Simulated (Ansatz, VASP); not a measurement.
# AlN: VASP beside Ansatz

Aim: how closely do two programs agree when they are given the same cell, functional and k mesh?

Program: Ansatz 0.2.0. Level of theory: plane waves, with VASP 6.6.1 beside it; relaxation of cell and atoms at r2SCAN. Results are calculated unless marked as measured.

## Step 1: The structure

The structure is hexagonal, space group P6_3mc (No. 186). The conventional cell has a = 3.112 Å, b = 3.112 Å, c = 4.982 Å, α = 90.00°, β = 90.00°, γ = 120.00°. Al has 4 N at 1.89 to 1.90 Å nearest. Nearest to N lie 4 Al at 1.89 to 1.90 Å. Farther neighbours and most contacts between anions are not listed.

## Step 2: Ansatz: relaxation of cell and atoms, r2SCAN

Ansatz runs on its default PAW (the set named soft_2) files.

The relaxed volume is the usual yardstick between codes: its relative difference is about their pressure difference at one cell divided by the bulk modulus.

input.yaml reads:

```yaml
crystal:
  lattice:
    - [3.112, 0.0, 0.0]
    - [-1.556, 2.695071057, 0.0]
    - [0.0, 0.0, 4.982]
  atoms:
    - { symbol: Al, position: [0.3333333333, 0.6666666667, 0.0] }
    - { symbol: Al, position: [0.6666666667, 0.3333333333, 0.5] }
    - { symbol: "N", position: [0.3333333333, 0.6666666667, 0.382] }
    - { symbol: "N", position: [0.6666666667, 0.3333333333, 0.882] }
hamiltonian:
  xc: r2scan
  pseudopotentials: { kind: paw }
kpoints:
  mp_grid: { grid: [10, 10, 6] }
scf:
  occupations: { method: gaussian, width: 0.02 }
relax:
  f_tol: 0.01
  max_steps: 60
  cell: { stress_tol: 0.05 }
output:
  forces: true
  stress: true
```

On the command line:

```sh
$ ansatz run input.yaml --threads 4 --pin off --max-ram 9216MiB --backend cpu --events-out ev --progress --plain --runs-dir out
```

Numbers of over 12 decimals in the logs are rounded to 6 here.

Output:

```text
Engine: ansatz 0.2.0, aarch64-unknown-linux-gnu
Pseudopotentials: kind: paw
Pseudopotential: Al, paw, valence charge 3, recommended cutoff 500 eV (meta_gga), Al.paw.azcp
Pseudopotential: N, paw, valence charge 5, recommended cutoff 500 eV (meta_gga), N.paw.azcp
Functional definition: r2SCAN
  parameter k0 = 0.174
  parameter k1 = 0.065
  parameter a1 = 4.9479
  exchange = r2scan_x(k0 = k0, k1 = k1, a1 = a1)
  correlation = r2scan_c
Crystal: 4 atoms, lattice volume = 41.784 Å³
Basis set: ecut = 500 eV, 1087 PW (Γ), exchange–correlation on 96×96×160 points (64 copies of the dense FFT grid, shifted against one another)
Bands: 12, of which v1, the nominal top of the filled ones, is band 8 counted from 1 (7 counted from 0)
Symmetry: 12 space group operations
Space group: P63mc (ITA 186), of the structure as read, at distance tolerance 3.5e-5 Å
k-points: 56 of 600 (time reversal used)
Non-local potential: Al, projectors of the file, l = 0: 2, l = 1: 2, l = 2: 1
Non-local potential: N, projectors of the file, l = 0: 2, l = 1: 2, l = 2: 1
PAW form: soft (Blöchl's): semilocal exchange-correlation on the pseudo side does not see the compensation charge
PAW frozen core: Al, regenerated for the run's functional (the file was generated under x = pbe(κ = 0.804, μ = 0.219515), c = pbe(β = 0.066725))
PAW frozen core: N, regenerated for the run's functional (the file was generated under x = pbe(κ = 0.804, μ = 0.219515), c = pbe(β = 0.066725))
PAW one-centre angular grid: Al, 302 points (default); XC on 160 Gauss nodes
PAW one-centre angular grid: N, 302 points (default); XC on 160 Gauss nodes
Initial density: superposition of atomic densities (neutral atoms: chi_scale 0, normalization atom), corrected by the library's trained network
Initial wavefunctions: pseudopotential atomic-orbital guess
Functional: x = r2scan, c = r2scan; τ floored in thin density (d = 2e-4 eV/Å³)
SCF iter   1: F=—  HF=-1856.828513 eV  |F-HF|=—  |Δ(HF+E_count)|=         —  Δρ=6.55e-3  dr2=1.76e-2  dr2_τ=3.10e-1  ethr=1.77e-3  ⟨swp⟩=6.2  Hψ=4595  notcnv=0
preconditioner: auto → none  [insulator: Δε(μ)=4.736 eV  Ē_g=14.199 eV  σ=0.020 eV  W_gap=1.00  n_scr=2 (ndim 8)  ℏωp=23.0 eV  f_vac=0.000  D(μ)=0.00/eV (n_scr^D=0)  ε∞_Penn≈3.6]
SCF iter   2: F=—  HF=-1856.970215 eV  |F-HF|=—  |Δ(HF+E_count)|=   1.42e-1  Δρ=4.51e-3  dr2=3.82e-3  dr2_τ=2.95e-4  ethr=1.10e-4  ⟨swp⟩=3.0  Hψ=1999  notcnv=0
SCF iter   3: F=—  HF=-1856.969886 eV  |F-HF|=—  |Δ(HF+E_count)|=   3.30e-4  Δρ=6.79e-4  dr2=1.43e-4  dr2_τ=6.02e-5  ethr=2.39e-5  ⟨swp⟩=2.0  Hψ=896  notcnv=0
SCF iter   4: F=—  HF=-1856.969872 eV  |F-HF|=—  |Δ(HF+E_count)|=   1.36e-5  Δρ=1.91e-4  dr2=1.61e-5  dr2_τ=9.38e-7  ethr=8.94e-7  ⟨swp⟩=2.0  Hψ=1052  notcnv=0
SCF iter   5: F=—  HF=-1856.969869 eV  |F-HF|=—  |Δ(HF+E_count)|=   3.37e-6  Δρ=4.47e-5  dr2=9.79e-7  dr2_τ=1.02e-7  ethr=1.00e-7  ⟨swp⟩=2.0  Hψ=1093  notcnv=0
SCF iter   6: F=—  HF=-1856.969869 eV  |F-HF|=—  |Δ(HF+E_count)|=   3.37e-8  Δρ=2.09e-5  dr2=2.18e-7  dr2_τ=4.18e-9  ethr=6.25e-10  ⟨swp⟩=4.0  Hψ=2235  notcnv=0
SCF iter   7: F=-1856.969869 eV  HF=-1856.969869 eV  |F-HF|=8.98e-9  |Δ(HF+E_count)|=   2.07e-8  Δρ=5.85e-6  dr2=1.69e-8  dr2_τ=3.86e-10  ethr=6.25e-10  ⟨swp⟩=4.0  Hψ=2124  notcnv=0
SCF 1 converged in 7 iterations: F = -1856.969869 eV  dr2 = 1.69e-8
  greatest PAW one-centre occupation: 0.794 electrons in one spin orbital (limit 2), on the N atom at site 2 (counted from 0), in its partial waves of l = 0
relax step   1: F+E_penalty+E_count = -1856.96986892 eV  Δ(F+E_penalty+E_count) = +0.000e0 eV  max|allowed force component| = 1.517e-2 eV/Å  Δτ_max = 0.0000 Å  P = -0.872 GPa  Ω = 41.784 Å³  (7 SCF iters, dr2 threshold 1.00e-7 eV, accepted)
[...]
relax step   2: F+E_penalty+E_count = -1856.97028827 eV  Δ(F+E_penalty+E_count) = -4.194e-4 eV  max|allowed force component| = 9.815e-3 eV/Å  Δτ_max = 0.0006 Å  P = -0.419 GPa  Ω = 41.696 Å³  energy of the carried Pulay correction = +2.111e-5 eV  (4 SCF iters, dr2 threshold 4.00e-7 eV, accepted)
[...]
relax step   3: F+E_penalty+E_count = -1856.97042392 eV  Δ(F+E_penalty+E_count) = -1.356e-4 eV  max|allowed force component| = 1.463e-3 eV/Å  Δτ_max = 0.0004 Å  P = +0.004 GPa  Ω = 41.613 Å³  energy of the carried Pulay correction = +4.104e-5 eV  (4 SCF iters, dr2 threshold 4.00e-7 eV, accepted)
[...]
relax step   4: F+E_penalty+E_count = -1856.97038948 eV  Δ(F+E_penalty+E_count) = +3.443e-5 eV  max|allowed force component| = 1.475e-3 eV/Å  Δτ_max = 0.0000 Å  P = +0.004 GPa  Ω = 41.613 Å³  stress off target by 8.65e-3 GPa  SCF on the basis re-selected at this cell (its energy is not comparable with the rows above)  (4 SCF iters)
basis re-selected at this cell: Δ(F+E_penalty+E_count) = +3.443e-5 eV, ΔP = -0.000 GPa vs the last step (what re-selecting the basis moved, of the pressure what is left beyond the Pulay correction that the steps carried, after the strain that the cell walked since its last selection, with what the two solves' SCF thresholds leave and, on support functions, any second-order correction that the steps lacked; it is no m [...]
SCF converged after 4 iterations
Free energy (F): -1856.970389 eV
Harris-Foulkes:  -1856.970389 eV  (|F-HF|=2.27e-13)
Internal energy: -1856.970389 eV  (E = F + TS)
E sigma→0 (E₀):  -1856.970389 eV
Fermi energy:    9.369017 eV
--- Per-component energies (eV) ---
  E_band       = 23.147971
  E_kinetic    = 321.368131
  E_local      = -448.698918  (includes V_loc(G=0)·N_el)
  E_nonlocal   = 108.522510
  E_hartree    = 157.350537
  E_xc         = -197.824772
  E_vxc        = -238.489660  (∫ρ·V_xc dr)
  E_paw        = -1204.935841  (= ΣΔE_a)
  E_vpaw       = -47.058276  (= ΣTr[D̂ρ^β])
  E_aug_tail   = 0.000038  (compensation charges beyond the density's cutoff)
  E_vtau       = 12.803098  (kinetic-family band-sum trace: ∫τ·v_τ [+ j·A + Jᵃ·Aᵃ] dr)
  E_ewald      = -592.572729
  E_core_change = -0.179345  (= ΣΔE_core)
  E_smearing   = -0.000000  (= −TS)
  E_closure    = 0.000000  (closes the sum)
  Σ components = -1856.970389   (vs F -1856.970389, Δ=0.00e0)
--- Forces (eV/Å), atoms counted from 1 ---
  atom   1  Al    -0.00000000    -0.00000000     0.00148574
  atom   2  Al    -0.00000000     0.00000000     0.00148574
  atom   3  N      0.00000000     0.00000000    -0.00146332
  atom   4  N      0.00000000    -0.00000000    -0.00146332
  max |Σ_I F_I| component: 4.48e-5 eV/Å
--- Stress (GPa, compression-positive) ---
        0.008646       0.000000      -0.000000
        0.000000       0.008646       0.000000
       -0.000000       0.000000      -0.005793
  P = ⅓ Tr σ = 0.0038 GPa (0.038 kbar)
--- Relaxed structure (3 steps of the walk, 3 accepted, 1 SCFs on fresh bases) ---
  F+E_penalty+E_count = -1856.97038948 eV   max|allowed force component| = 1.475e-3 eV/Å   (the final SCF, on the basis selected at the relaxed cell)
  cell:  # Å, volume = 41.6130 Å³
    - [3.106714, 0.0, 0]
    - [-1.553357, 2.690493, 0]
    - [0, 0.0, 4.978466]
  atoms:
    - { symbol: Al, position: [0.333333, 0.666667, 0.000181455] }
    - { symbol: Al, position: [0.666667, 0.333333, 0.500181] }
    - { symbol: N, position: [0.333333, 0.666667, 0.381819] }
    - { symbol: N, position: [0.666667, 0.333333, 0.881819] }
```

Run time: 4.8 s. Hardware: 4 threads of Arm Neoverse V2, shared host; peak memory 0.52 GiB.

## Step 3: VASP: relaxation of cell and atoms, r2SCAN

The same cell, functional, mesh and smearing now go to VASP, with its own data sets and cutoff.

Lines of VASP's logs that name or quote its potential files are left out, and so is its time.

INCAR reads:

```
SYSTEM = AlN
PREC = Accurate
ENCUT = 520
EDIFF = 1E-07
NELM = 120
ISMEAR = 0
SIGMA = 0.02
LREAL = .FALSE.
ALGO = Normal
METAGGA = R2SCAN
LASPH = .TRUE.
NBANDS = 14
LORBIT = 11
LWAVE = .FALSE.
LCHARG = .FALSE.
KPAR = 8
IBRION = 2
NSW = 80
ISIF = 3
EDIFFG = -0.005
POTIM = 0.4
```

POSCAR reads:

```
AlN
1.0
    3.1120000000      0.0000000000      0.0000000000
   -1.5560000000      2.6950710570      0.0000000000
    0.0000000000      0.0000000000      4.9820000000
Al N
2 2
Direct
    0.3333333333      0.6666666667      0.0000000000
    0.6666666667      0.3333333333      0.5000000000
    0.3333333333      0.6666666667      0.3820000000
    0.6666666667      0.3333333333      0.8820000000
```

KPOINTS reads:

```
Automatic mesh
0
Gamma
10 10 6
0 0 0
```

Potentials, in the order of the species: Al and N (PBE family, release 64).

On the command line:

```sh
$ mpirun -np 8 vasp_std
```

Output:

```text
[banner, memory and clock lines left out]
running    8 mpi-ranks, on    1 nodes
 distrk:  each k-point on    1 cores,    8 groups
 distr:  one band on    1 cores,    1 groups

 POSCAR found type information on POSCAR AlN
 POSCAR found :  2 types and       4 ions
|                                                                             |
|           W    W    AA    RRRRR   N    N  II  N    N   GGGG   !!!           |
|           W    W   A  A   R    R  NN   N  II  NN   N  G    G  !!!           |
|           W    W  A    A  R    R  N N  N  II  N N  N  G       !!!           |
|           W WW W  AAAAAA  RRRRR   N  N N  II  N  N N  G  GGG   !            |
|           WW  WW  A    A  R   R   N   NN  II  N   NN  G    G                |
|           W    W  A    A  R    R  N    N  II  N    N   GGGG   !!!           |
|                                                                             |
|     For optimal performance we recommend to set                             |
|       NCORE = 2 up to number-of-cores-per-socket                            |
|     NCORE specifies how many cores store one orbital (NPAR=cpu/NCORE).      |
|     This setting can greatly improve the performance of VASP for DFT.       |
|     The default, NCORE=1 might be grossly inefficient on modern             |
|     multi-core architectures or massively parallel machines. Do your        |
|     Unfortunately you need to use the default for GW and RPA                |
|     calculations (for HF NCORE is supported but not extensively tested      |
|     yet).                                                                   |
|                                                                             |

|                                                                             |
|               ----> ADVICE to this user running VASP <----                  |
|                                                                             |
|     You enforced a specific xc type in the INCAR file but a different       |
|     [... a line on the potential file left out ...]
|     I HOPE YOU KNOW WHAT YOU ARE DOING!                                     |
|                                                                             |

 LDA part: xc-table for (None), standard interpolation
 POSCAR, INCAR and KPOINTS ok, starting setup
 FFT: planning ... GRIDC
 FFT: planning ... GRID_SOFT
 FFT: planning ... GRID
 WAVECAR not read
 entering main loop
       N       E                     dE             d eps       ncg     rms          rms(c)
DAV:   1     0.372805779798E+02    0.37281E+02   -0.78019E+03  1568   0.106E+03
DAV:   2    -0.429659590089E+02   -0.80247E+02   -0.72728E+02  2170   0.212E+02
DAV:   3    -0.470767451862E+02   -0.41108E+01   -0.40905E+01  2066   0.504E+01
DAV:   4    -0.471070866696E+02   -0.30341E-01   -0.30337E-01  1832   0.496E+00
DAV:   5    -0.471074920982E+02   -0.40543E-03   -0.40538E-03  2096   0.582E-01    0.125E+01
DAV:   6    -0.381375182791E+02    0.89700E+01   -0.10084E+01  1952   0.232E+01    0.518E+00
DAV:   7    -0.384136719346E+02   -0.27615E+00   -0.13357E+00  1988   0.808E+00    0.336E+00
DAV:   8    -0.384658997475E+02   -0.52228E-01   -0.94325E-02  1694   0.322E+00    0.877E-01
DAV:   9    -0.384551736137E+02    0.10726E-01   -0.29910E-02  2030   0.139E+00    0.227E-01
DAV:  10    -0.384556808436E+02   -0.50723E-03   -0.28494E-03  1898   0.387E-01    0.110E-01
DAV:  11    -0.384556136617E+02    0.67182E-04   -0.14451E-04  2078   0.107E-01    0.260E-02
DAV:  12    -0.384556137781E+02   -0.11643E-06   -0.84701E-06  1898   0.244E-02    0.124E-02
DAV:  13    -0.384556091729E+02    0.46053E-05   -0.53990E-06  2084   0.184E-02    0.185E-03
DAV:  14    -0.384556080086E+02    0.11642E-05   -0.20916E-07  1670   0.407E-03    0.174E-03
DAV:  15    -0.384556081183E+02   -0.10965E-06   -0.31246E-08  1300   0.143E-03    0.384E-04
DAV:  16    -0.384556081480E+02   -0.29733E-07   -0.25319E-09  1048   0.675E-04
   1 F= -.38455608E+02 E0= -.38455608E+02  d E =-.384556E+02
[...]
2 F= -.38456162E+02 E0= -.38456162E+02  d E =-.554165E-03
[...]
3 F= -.38456559E+02 E0= -.38456559E+02  d E =-.950764E-03
[...]
4 F= -.38456558E+02 E0= -.38456558E+02  d E =-.950038E-03
 curvature:  -0.31 expect dE=-0.326E-05 dE for cont linesearch -0.119E-10
 trial: gam= 0.00340 g(F)=  0.751E-05 g(S)=  0.299E-05 ort =-0.351E-06 (trialstep = 0.925E+00)
 search vector abs. value=  0.105E-04
 bond charge predicted
       N       E                     dE             d eps       ncg     rms          rms(c)
DAV:   1    -0.384565662957E+02   -0.80876E-05   -0.55079E-04  1586   0.194E-01    0.590E-03
DAV:   2    -0.384565663629E+02   -0.67197E-07   -0.62501E-06  2060   0.203E-02    0.341E-03
DAV:   3    -0.384565660273E+02    0.33566E-06   -0.27892E-07  1826   0.461E-03    0.112E-03
DAV:   4    -0.384565659732E+02    0.54081E-07   -0.86664E-08  1204   0.245E-03
   5 F= -.38456566E+02 E0= -.38456566E+02  d E =-.778692E-05
 trial-energy change:   -0.000008  1 .order   -0.000007   -0.000010   -0.000005
 step:   1.4665(harm=  1.9178)  dis= 0.00040  next Energy=   -38.456568 (dE=-0.934E-05)
 reached required accuracy - stopping structural energy minimisation
```

(Part 1 of 2 ends here.)

[Lines on the potential files, build, host, timing and source positions are cut from VASP's logs without a mark.]

[Logs are printed without paths, hosts, clocks, repeated set-up lines and the standing remarks that a program may print on its own settings, such as how far it seeks lower states.]

[Hosts, paths, dates, database ids (printed as entryN), source tags and the programs' standing remarks are cut or masked in the printed files.]
